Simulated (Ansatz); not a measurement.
# KCl: band gap under strain

How does strain move the band edges of the published phase of KCl, and do the functionals agree on it? States: -4.3 % equal strain in all directions; +3.0 % equal strain in all directions.

The runs shown are made with Ansatz 0.2.0. PAW datasets, plane waves. No spin polarisation and no zero-point or thermal motion.

## Step 1: The structure to begin with

The unstrained cell was relaxed with r2SCAN; in each strained cell the atoms were relaxed again with r2SCAN. Names of k-points are those of the unstrained zone, where strain can split equivalent points. First state: -4.3 % equal strain in all directions.

The symmetry is Fm-3m (No. 225, cubic); a = 6.019 Å in the conventional setting, 27.25 Å³ an atom. K has 6 Cl at 3.01 Å; Cl has 6 K at 3.01 Å.

As a file:

```
K Cl
1.0
     0.00000    3.00930    3.00930
     3.00930    0.00000    3.00930
     3.00930    3.00930    0.00000
K Cl
1 1
Direct
  0.00000 0.00000 0.00000
  0.50000 0.50000 0.50000
```

## Step 2: -4.3 % equal strain in all directions: PBE

input.yaml reads:

```yaml
crystal:
  lattice:
    - [0.0, 3.0093042049, 3.0093042049]
    - [3.0093042049, 0.0, 3.0093042049]
    - [3.0093042049, 3.0093042049, 0.0]
  atoms:
    - { symbol: K, position: [0.0, 0.0, 0.0] }
    - { symbol: Cl, position: [0.5, 0.5, 0.5] }
kpoints:
  mp_grid: { grid: [8, 8, 8] }
  band_path:
    path:
      - [0.0, 0.0, 0.0]
      - [0.5, 0.0, 0.5]
      - [0.625, 0.25, 0.625]
      - [0.375, 0.375, 0.75]
      - [0.5, 0.5, 0.5]
      - [0.5, 0.25, 0.75]
    npoints: 1
hamiltonian:
  xc: pbe
scf:
  occupations: { method: fermi_dirac, width: 0.02 }
  n_extra_bands: 4
output:
  forces: true
  stress: true
  eigenvalues: true
  write_density: true
  write_potential: true
  elf: true
  volumetric_format: npy
```

Command:

```console
> ansatz run input.yaml --threads 4 --pin off --max-ram 5529MiB --backend cpu --events-out ev --progress --plain --runs-dir out
```

Further steps of the session: -4.3 % equal strain in all directions: r2SCAN; -4.3 % equal strain in all directions: HSE06; +3.0 % equal strain in all directions: PBE; +3.0 % equal strain in all directions: r2SCAN; +3.0 % equal strain in all directions: HSE06.

Q: Predict the outcome of this session.

The runs gave:

Least gap in eV (negative: overlap):

| state | PBE | r2SCAN | HSE06 |
| --- | --- | --- | --- |
| -4.3 % equal strain in all directions | 5.69 | 6.34 | 7.03 |
| +3.0 % equal strain in all directions | 4.90 | 5.54 | 6.19 |

**Reading.** Where both were run, the HSE06 gap lies +1.29 to +1.34 eV from PBE's, each on its own k points. In PBE the gap is least under +3.0 % equal strain in all directions (4.90 eV) and largest under -4.3 % equal strain in all directions (5.69 eV).
